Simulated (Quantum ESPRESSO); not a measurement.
# As: equation of state with PBEsol

The system is As.

```
CELL_PARAMETERS angstrom
1.82500 -5.50000 0.00000
1.82500 5.50000 0.00000
0.00000 0.00000 4.47000
ATOMIC_POSITIONS crystal
As 0.39000 0.61000 0.56000
As 0.89000 0.11000 0.94000
As 0.61000 0.39000 0.44000
As 0.11000 0.89000 0.06000
```

This isn't the form of As at room conditions, which is rhombohedral.

| Item | Value |
| --- | --- |
| Program | Quantum ESPRESSO 7.5 |
| Task | equation of state |
| Functional | PBEsol |
| Potentials or basis | GBRV 1.5 PBEsol |
| Cutoff | 612 eV |
| Density cutoff | 4898 eV |
| k mesh | 8 × 8 × 6 |
| Occupations | fermi-dirac, width 0.05 eV |
| Spin | no spin polarisation |

| Property | Result |
| --- | --- |
| Equilibrium volume | 22.51 Å³/atom |
| Bulk modulus at fixed shape and positions | 71 GPa |
| Pressure derivative of the bulk modulus | 4.2 |

Energy against volume, from the lowest point:
```tsv
volume (Å³/atom)	energy (meV/atom)
21.088	22.21
21.536	9.99
21.985	2.75
22.434	0.00
22.882	1.29
23.331	6.24
23.780	14.47
```

All runs of the series together: 5.6 min on 2 threads of Arm Neoverse V2 (shared host).

Caveat: the cell was scaled at fixed shape and fractional positions, which overstates the stiffness of a crystal with free parameters, most of all of layers and chains.
